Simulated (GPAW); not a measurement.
CdTe: single point with PBE

The system is CdTe.

```
Te Cd
1.0
     0.00000    3.20500    3.20500
     3.20500    0.00000    3.20500
     3.20500    3.20500    0.00000
Te Cd
1 1
Cartesian
  1.6025 1.6025 1.6025
  0.0000 0.0000 0.0000
```

```yaml
Program: GPAW 26.7.0
Task: single point
Functional: PBE
Potentials_or_basis: GPAW PAW data sets (gpaw-data 1.2.1)
Cutoff: 600 eV
Basis: pw
k_mesh: 9 × 9 × 9
Occupations: fermi-dirac, width 0.05 eV
Spin: no spin polarisation
```

- Pressure: 3.8 GPa
- Band gap on the k mesh: 0.87 eV, direct

Levels at points of the mesh, in eV from the valence-band top:
| k point | band 7 | band 8 | band 9 | band 10 | band 11 | band 12 |
| --- | --- | --- | --- | --- | --- | --- |
| (0.00, 0.00, 0.00) | 0.00 | 0.00 | 0.00 | 0.87 | 4.57 | 4.57 |

It took 22 s on 1 thread of Arm Neoverse V2, with other jobs on the host, peak memory 0.18 GiB.

Caveat: spin-orbit coupling is left out, which moves the levels of the heavy elements. As with any semilocal functional, this PBE gap is likely too small.
